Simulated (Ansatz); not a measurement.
MoS2: do energies and stresses tell the same story?

Method: DFT PBE+D3(BJ), scalar-relativistic, plane waves, PAW (Ansatz 0.2.0).

Settings: cutoff 420 eV, Γ-centred mesh 18×18×18 on the computed 3-atom cell, Gaussian smearing of 0.10 eV; no spin polarisation.

Relaxed cell: R-3m, a = 3.133 Å, b = 3.133 Å, c = 17.877 Å, α = 90.00°, β = 90.00°, γ = 120.00°, 3 atoms in the primitive cell. This form isn't the usual stable structure of the compound.

Energies at zero smearing and pressures from the stress tensor, at volumes with shape and atoms relaxed:
```
V (Å³/atom) E − E(first) (meV/atom) P (GPa)
     14.863                     0.00    11.40
     15.370                   -29.51     7.47
     15.876                   -47.92     4.32
     16.383                   -57.49     1.82
     16.890                   -60.18     0.01
     17.396                   -57.85    -1.36
     17.903                   -52.13    -2.23
     18.579                   -41.47    -2.77
```

Task: Check P = −dE/dV between neighbouring volumes, and get the bulk modulus from the pressures alone.

Result: With 1 eV/Å³ = 160.2 GPa:
```json
{"middle V (Å³/atom)": "15.116", "−ΔE/ΔV (GPa)": "9.332", "mean P (GPa)": "9.431"}
{"middle V (Å³/atom)": "15.623", "−ΔE/ΔV (GPa)": "5.821", "mean P (GPa)": "5.895"}
{"middle V (Å³/atom)": "16.130", "−ΔE/ΔV (GPa)": "3.024", "mean P (GPa)": "3.070"}
{"middle V (Å³/atom)": "16.636", "−ΔE/ΔV (GPa)": "0.852", "mean P (GPa)": "0.911"}
{"middle V (Å³/atom)": "17.143", "−ΔE/ΔV (GPa)": "-0.736", "mean P (GPa)": "-0.678"}
{"middle V (Å³/atom)": "17.650", "−ΔE/ΔV (GPa)": "-1.811", "mean P (GPa)": "-1.795"}
{"middle V (Å³/atom)": "18.241", "−ΔE/ΔV (GPa)": "-2.527", "mean P (GPa)": "-2.501"}
```

The two differ by 0.10 GPa at most. The mean of two end pressures misses the average over a step by about ΔV² P″/12, up to 0.07 GPa here; with that taken off 0.03 GPa remains, from the smearing term (the stress is the derivative of the free energy), the finite cutoff, the mesh or the relaxation's tolerance. Around V = 16.890 Å³/atom, the two neighbours give B = −V ΔP/ΔV = 16.890 × 3.18 / 1.013 = 53.0 GPa, against B0 = 50.8 GPa from the Birch–Murnaghan fit of the energies, which describes these points poorly (B0' = 9.7).

A ferromagnetic start lost its moments in a first run, so spin was left out; other magnetic orders weren't tried.